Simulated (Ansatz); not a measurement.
# Barriers and T(E) in Si/CeO2/NiSi2

Is Si/CeO2/NiSi2 a contact for electrons or for holes? The semiconductor is Si diamond(111), undoped, with its far face capped by hydrogen, and the metal is NiSi2 fluorite(111), with CeO2 fluorite(111) between them (whole trilayers). After relaxation the nearest pair at the metal is Si–O at 1.70 Å, along the normal. The common net has a side of 3.861 Å, which strains the semiconductor by -0.2 %, the layer between by +0.0 % and the metal by +0.6 %, against typed lattice constants near PBE's. The first steps treat the bulk crystals alone.

Calculated with Ansatz 0.2.0; PBE DFT, plane waves, PAW files, in the first sound run; inputs show where later runs differ.

## Step 1: Set-up

It takes space group R-3m (No. 166, trigonal). Conventional cell: a = 3.861 Å, b = 3.861 Å, c = 9.486 Å, α = 90.00°, β = 90.00°, γ = 120.00°. Nearest to Si lie 4 Si at 2.37 Å.

## Step 2: Layer spacing of the electrode, 6 atoms, electrode Si diamond(111)

The electrode is held to the junction's net and relaxed along the normal; its spacing is used for the ideal lead layers.

input.yaml reads:

```yaml
crystal:
  lattice:
    - [3.861, 0.0, 0.0]
    - [-1.9305, 3.343724084, 0.0]
    - [0.0, 0.0, 9.4861045318]
  atoms:
    - { symbol: Si, position: [0.0, 0.0, 0.0] }
    - { symbol: Si, position: [0.0, 0.0, 0.25] }
    - { symbol: Si, position: [0.3333333333, 0.6666666667, 0.3333333333] }
    - { symbol: Si, position: [0.3333333333, 0.6666666667, 0.5833333333] }
    - { symbol: Si, position: [0.6666666667, 0.3333333333, 0.6666666667] }
    - { symbol: Si, position: [0.6666666667, 0.3333333333, 0.9166666667] }
kpoints:
  mp_grid: { grid: [12, 12, 3] }
scf:
  occupations: { method: fermi_dirac, width: 0.1 }
  max_iter: 150
hamiltonian:
  xc: pbe
relax:
  f_tol: 0.01
  max_steps: 40
  cell: { fix: [a, b, angles] }
```

Command:

```console
$ ansatz run input.yaml --threads 8 --pin off --max-ram 24576MiB --backend cpu --events-out ev --progress --plain --runs-dir out
```

Then come: the strained electrode, 9 atoms, electrode NiSi2 fluorite(111); relaxation; T(E) from the semiconductor into the metal, atomic planes in the barrier 6, gap between the electrodes 8.74 Å; T(E) from the semiconductor into the metal, atomic planes in the barrier 9, gap between the electrodes 12.09 Å; T(E) from the semiconductor into the metal, atomic planes in the barrier 12, gap between the electrodes 15.44 Å; comparing the runs; the first cell with another functional, cutoff 500 eV. Settings of the main run: atomic planes in the barrier 6, cutoff 420 eV, 8×8×1 k-mesh, Fermi-Dirac occupations, smearing width 0.1 eV, left electrode Si diamond(111), right electrode NiSi2 fluorite(111), barrier CeO2 fluorite(111), barrier faces whole trilayers, net side 3.861 Å, left strain -0.0018, right strain 0.0056, barrier strain 0.0001, gap between the electrodes 8.74 Å, lead length (30.74, 25.87) Å, alignment non-magnetic, PAW set soft 2.

**Question.** What will these runs give for the valence edge of the semiconductor lead against the Fermi level, 6 planes; valence edge of the semiconductor lead against the Fermi level, 9 planes; and valence edge of the semiconductor lead against the Fermi level, 12 planes?

The metal's Fermi level lies in the gap of the semiconductor, 0.20 eV under the first conduction channel and 0.45 eV over the last valence one, as read in the lead, away from the contact; bands can bend on the way there. The edges are read from the typed mesh and energy grid, to 0.05 eV at best; the semiconductor's potential still steps by 32 meV a period, so they depend on where the lead is cut. Adding 6 atomic planes to the layer under the metal moves the conduction edge by +0.00 eV, about one grid step or less. r2SCAN moves the edges to -0.65 and +0.20 eV, 0.85 eV apart on the grid against 0.65 eV.

* valence edge of the semiconductor lead against the Fermi level, 6 planes: -0.45 eV
* valence edge of the semiconductor lead against the Fermi level, 9 planes: -0.45 eV
* valence edge of the semiconductor lead against the Fermi level, 12 planes: -0.45 eV
* valence edge of the semiconductor lead against the Fermi level, r2SCAN: -0.65 eV

The semiconductor is undoped and only a few nanometres thick, with its far face capped by hydrogen. A semilocal functional narrows gaps, and the two barriers add up to the gap, so their sum is too small. No spin-orbit coupling, phonons, disorder or image charges enter; the interfaces are ordered, one cell wide and lattice-matched by strain. Semilocal gaps are too small, which can bring a band edge of the barrier nearer to the Fermi level than it is.

[Logs are printed without paths, hosts, clocks, repeated set-up lines and the standing remarks that a program may print on its own settings, such as how far it seeks lower states.]

[Hosts, paths, dates, database ids (printed as entryN), source tags and the programs' standing remarks are cut or masked in the printed files.]
